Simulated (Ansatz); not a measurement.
The system is Bi.

```
CELL_PARAMETERS angstrom
2.26750 1.30914 3.93800
-2.26750 1.30914 3.93800
0.00000 -2.61828 3.93800
ATOMIC_POSITIONS crystal
Bi 0.76600 0.76600 0.76600
Bi 0.23400 0.23400 0.23400
```

```yaml
Program: Ansatz 0.2.0
Task: single point
Functional: PBEsol
Potentials_or_basis: Ansatz PAW
Cutoff: "420 eV (not typed: the program's choice for these potentials)"
k_mesh: 7 × 7 × 7
Occupations: fermi-dirac, width 0.05 eV
Spin: no spin polarisation
```

On this cell: pressure -0.4 GPa; largest force 0.129 eV/Å; band gap on the k mesh 0.26 eV, indirect (least direct gap 0.52 eV).

The same run follows on a disturbed copy (atoms moved at random, drawn with an rms of 0.05 Å):

```
CELL_PARAMETERS angstrom
2.26750 1.30914 3.93800
-2.26750 1.30914 3.93800
0.00000 -2.61828 3.93800
ATOMIC_POSITIONS crystal
Bi 0.77243 0.78624 0.75406
Bi 0.23222 0.23858 0.23225
```

**Question.** What does the disturbed cell give?

**Answer.** The energy moves by +9.4 meV/atom; pressure 0.3 GPa; largest force 0.436 eV/Å; band gap on the k mesh 0.23 eV, indirect (least direct gap 0.51 eV).

Forces in eV/Å, atoms in the order of the input:
```
Bi   0.043 -0.182 -0.394
Bi  -0.043  0.182  0.394
```

Stress tensor (GPa, compression positive):
```
-0.20  0.12 -0.23
 0.12  0.81  0.88
-0.23  0.88  0.26
```

Caveats: odd divisions of the mesh miss points on the zone boundary, where band edges often lie, so the gap on the mesh can be too wide; spin-orbit coupling is left out, which as a rule narrows the gap of such compounds by several tenths of an eV; the PAW data sets come from PBE, with cores solved anew for the run's functional, which leaves a small shift of forces and pressure.

A k mesh can miss the band edges.
